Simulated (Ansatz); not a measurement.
SrF2 (fluorite)

```
SrF2
1.0
    0.00000     2.92864     2.92864
    2.92864     0.00000     2.92864
    2.92864     2.92864     0.00000
Sr F
1 2
Direct
  0.00000   0.00000   0.00000
  0.25000   0.25000   0.25000
  0.75000   0.75000   0.75000
```

E(V) scan at fixed shape, V₀ the volume above. Symmetry pins the atoms to their sites.

These are PBE (plane waves to 420 eV, PAW, scalar-relativistic; Ansatz, a first-principles code) values and carry that method's errors. k mesh 10×10×10 (Γ-centred), Fermi-Dirac smearing 0.05 eV. Stress and pressure are positive under compression. SrF2 was relaxed with its symmetry unable to fall.

At one point of the scan the stress tensor (GPa) is:

```
  -3.96     0.00     0.00
   0.00    -3.96     0.00
   0.00     0.00    -3.96
```

**Question.** Which point is it?
A. V/V₀ = 1.050
B. V/V₀ = 1.025
C. V/V₀ = 1.100
D. V/V₀ = 1.075

**Answer.** D, V/V₀ = 1.075

(A scan under strain: stresses follow from slopes of the energy per volume, elastic moduli from its curvatures.)
